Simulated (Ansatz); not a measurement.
TiO2:

```
CELL_PARAMETERS angstrom
-4.35076 4.35076 1.88756
4.35076 -4.35076 1.88756
4.35076 4.35076 -1.88756
ATOMIC_POSITIONS crystal
Ti 0.29228 0.99714 0.28943
Ti 0.00286 0.29228 0.29514
Ti 0.99714 0.70772 0.70486
Ti 0.70772 0.00286 0.71057
O 0.49886 0.84922 0.34808
O 0.16166 0.15960 0.32126
O 0.15078 0.49886 0.64965
O 0.15960 0.83834 0.99794
O 0.84040 0.16166 0.00206
O 0.84922 0.50114 0.35035
O 0.83834 0.84040 0.67874
O 0.50114 0.15078 0.65192
```

Measurements of this composition are mostly on another form, of space group No. 141.

```yaml
Program: Ansatz 0.2.0
Task: relaxation of cell and atoms
Functional: RPBE
Potentials_or_basis: Ansatz PAW
Cutoff: "420 eV (not typed: the program's choice for these potentials)"
k_mesh: 8 × 8 × 8
Occupations: fermi-dirac, width 0.05 eV
Spin: no spin polarisation
```

At the start: volume 11.91 Å³/atom.

How do energy, volume and symmetry change on relaxing?

It ends after 12 steps and the volume is 12.55 Å³/atom (+5.4 %); space group I4/m (No. 87, to 0.05 Å).

Step by step:
| step | energy change (eV) | largest force (eV/Å) | volume (Å³) |
| --- | --- | --- | --- |
| 1 | 0.0000 | 0.1983 | 142.92 |
| 2 | -0.1252 | 0.0938 | 147.40 |
| 3 | -0.1337 | 0.0650 | 148.94 |
| 4 | -0.1414 | 0.0849 | 149.14 |
| 5 | -0.1449 | 0.2351 | 150.12 |
| 6 | -0.1514 | 0.0286 | 149.82 |
| 7 | -0.1532 | 0.0202 | 149.97 |
| 8 | -0.1534 | 0.0031 | 149.96 |
| 9 | -0.1890 | 0.0017 | 149.96 |
| 10 | -0.1878 | 0.0165 | 150.66 |
| 11 | -0.1882 | 0.0026 | 150.60 |
| 12 | -0.1904 | 0.0026 | 150.60 |

Final structure:
```
Ti O
1.0
    -4.47896    4.47896    1.87677
     4.47896   -4.47896    1.87677
     4.47896    4.47896   -1.87677
Ti O
4 8
Direct
  0.28708 0.98660 0.27368
  0.01340 0.28708 0.30048
  0.98660 0.71292 0.69952
  0.71292 0.01340 0.72632
  0.48686 0.84617 0.33303
  0.15898 0.15466 0.31364
  0.15383 0.48686 0.64069
  0.15466 0.84102 0.99568
  0.84534 0.15898 0.00432
  0.84617 0.51314 0.35931
  0.84102 0.84534 0.68636
  0.51314 0.15383 0.66697
```

Caveat: the plane-wave basis is chosen anew once the cell has moved, so the energies of steps on either side of that aren't comparable; the pressure holds a Pulay correction of +0.5 GPa for the finite cutoff; the PAW data sets come from PBE, with cores solved anew for the run's functional, which leaves a small shift of forces and pressure.
